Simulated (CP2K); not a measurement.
Crystal: CsI.

```
Cs I
1.0
     4.56670    0.00000    0.00000
     0.00000    4.56670    0.00000
     0.00000    0.00000    4.56670
Cs I
1 1
Direct
  0.00000 0.00000 0.00000
  0.50000 0.50000 0.50000
```

Base run:

* Program: CP2K 2026.2
* Functional: rev-vdW-DF2
* Potentials or basis: POTENTIAL_UZH Cs GTH-PBE-q9, I GTH-PBE-q7; TZVP-MOLOPT-PBE-GTH basis
* Density cutoff: 9184 eV
* k mesh: 6 × 6 × 6
* Occupations: fermi-dirac, width 0.05 eV
* Spin: no spin polarisation

Its results: band gap on the k mesh 3.76 eV, indirect (least direct gap 3.86 eV); pressure 0.2 GPa.

Problem. After a change of settings the same cell gave: band gap on the k mesh 3.87 eV, indirect (least direct gap 3.96 eV); pressure 0.2 GPa. Which change was it?
A. functional from rev-vdW-DF2 to WC
B. functional from rev-vdW-DF2 to optB88-vdW
C. functional from rev-vdW-DF2 to LDA
D. functional from rev-vdW-DF2 to PBE

Solution. B.

Caveats: the potentials were made for another functional, which shifts forces and pressure; spin-orbit coupling is left out, which moves the levels of the heavy elements; the basis of atomic orbitals isn't converged, which shifts pressures, moduli and gaps.
